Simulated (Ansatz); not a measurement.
Band structure of TiSe2

```xyz
3
Lattice="3.5566 0.0000 0.0000 -1.7783 3.0801 0.0000 0.0000 0.0000 6.3476" Properties=species:S:1:pos:R:3 pbc="T T T"
Ti    0.0000    0.0000    0.0000
Se    0.0000    2.0534    1.5230
Se    1.7783    1.0267    4.8247
```

Atoms are numbered in the order listed.

Structure from Materials Project entry mp-2194 (possibly hypothetical), not relaxed further.

These are results of DFT, PBEsol, all-electron LAPW, scalar-relativistic in Ansatz 0.2.0, not measurements.

Sampling and basis: a Γ-centred 11×11×5 k mesh, Fermi–Dirac smearing of 0.05 eV, basis error target 1 meV/atom, no spin polarisation.

Points in fractions of the reciprocal vectors of this cell: Γ (0, 0, 0), M (0.5, 0, 0), K (0.333, 0.333, 0), A (0, 0, 0.5), L (0.5, 0, 0.5), H (0.333, 0.333, 0.5). The path joins them by straight lines in the order Γ–M–K–Γ–A–L–H–A–L; legs that retrace an earlier one aren't tabulated. Energies are in eV from the Fermi level.

Metal or insulator at this level of theory?

No gap opens: metallic or semimetallic.

Tabulate bands 26 to 33, counted from the lowest band of the run, along the path.


| k (1/Å) | point | band 26 | band 27 | band 28 | band 29 | band 30 | band 31 | band 32 | band 33 |
| --- | --- | --- | --- | --- | --- | --- | --- | --- | --- |
| 0.00 | Γ | -2.26 | -2.26 | -0.15 | 0.46 | 0.46 | 0.49 | 0.49 | 0.70 |
| 0.25 |  | -2.66 | -2.21 | -0.96 | -0.31 | -0.08 | 0.53 | 1.10 | 1.15 |
| 0.51 |  | -3.39 | -2.73 | -2.15 | -0.92 | -0.67 | 0.34 | 1.41 | 1.42 |
| 0.76 |  | -3.63 | -3.28 | -2.20 | -1.65 | -1.17 | 0.18 | 1.37 | 1.66 |
| 1.02 | M | -3.79 | -2.63 | -2.33 | -2.26 | -1.21 | 0.12 | 1.34 | 1.70 |
| 1.17 |  | -3.78 | -2.61 | -2.48 | -2.15 | -1.67 | 0.43 | 1.36 | 1.68 |
| 1.31 |  | -3.79 | -2.73 | -2.59 | -2.31 | -2.12 | 0.82 | 1.42 | 1.63 |
| 1.46 |  | -3.81 | -3.39 | -2.56 | -2.35 | -2.23 | 1.03 | 1.52 | 1.59 |
| 1.61 | K | -3.86 | -3.86 | -2.40 | -2.38 | -2.38 | 1.07 | 1.59 | 1.59 |
| 1.90 |  | -3.83 | -2.97 | -2.91 | -2.41 | -1.70 | 0.95 | 1.52 | 1.57 |
| 2.20 |  | -3.47 | -3.09 | -2.23 | -1.73 | -0.77 | 0.62 | 1.45 | 1.55 |
| 2.49 |  | -2.76 | -2.22 | -1.15 | -0.60 | -0.09 | 0.59 | 1.17 | 1.19 |
| 2.79 | Γ | -2.26 | -2.26 | -0.15 | 0.46 | 0.46 | 0.49 | 0.49 | 0.70 |
| 2.91 |  | -2.25 | -2.25 | -0.51 | 0.46 | 0.46 | 0.48 | 0.48 | 0.86 |
| 3.03 |  | -2.24 | -2.24 | -1.20 | 0.44 | 0.44 | 0.46 | 0.46 | 1.05 |
| 3.16 |  | -2.24 | -2.24 | -1.87 | 0.40 | 0.40 | 0.46 | 0.46 | 1.15 |
| 3.28 | A | -2.23 | -2.23 | -2.20 | 0.39 | 0.39 | 0.46 | 0.46 | 1.17 |
| 3.54 |  | -3.07 | -2.19 | -1.48 | -1.01 | -0.36 | 0.60 | 1.14 | 1.63 |
| 3.79 |  | -3.50 | -2.53 | -2.16 | -1.23 | -0.90 | 0.35 | 1.46 | 1.73 |
| 4.05 |  | -4.08 | -2.58 | -2.28 | -1.43 | -1.03 | 0.06 | 1.41 | 1.69 |
| 4.30 | L | -4.25 | -2.60 | -2.36 | -1.35 | -1.01 | -0.08 | 1.34 | 1.68 |
| 4.45 |  | -4.22 | -2.60 | -2.43 | -1.45 | -1.42 | 0.20 | 1.36 | 1.64 |
| 4.60 |  | -4.15 | -2.75 | -2.60 | -2.04 | -1.64 | 0.59 | 1.41 | 1.54 |
| 4.74 |  | -4.07 | -3.33 | -2.76 | -2.12 | -1.90 | 0.91 | 1.39 | 1.40 |
| 4.89 | H | -4.06 | -3.81 | -2.83 | -2.05 | -2.05 | 1.07 | 1.33 | 1.33 |
| 5.18 |  | -4.15 | -2.87 | -2.55 | -2.19 | -1.76 | 0.95 | 1.18 | 1.52 |
| 5.48 |  | -3.57 | -2.63 | -2.11 | -1.78 | -1.18 | 0.77 | 1.15 | 1.81 |
| 5.77 |  | -3.19 | -2.20 | -1.39 | -1.18 | -0.63 | 0.70 | 1.15 | 1.70 |
| 6.07 | A | -2.23 | -2.23 | -2.20 | 0.39 | 0.39 | 0.46 | 0.46 | 1.17 |
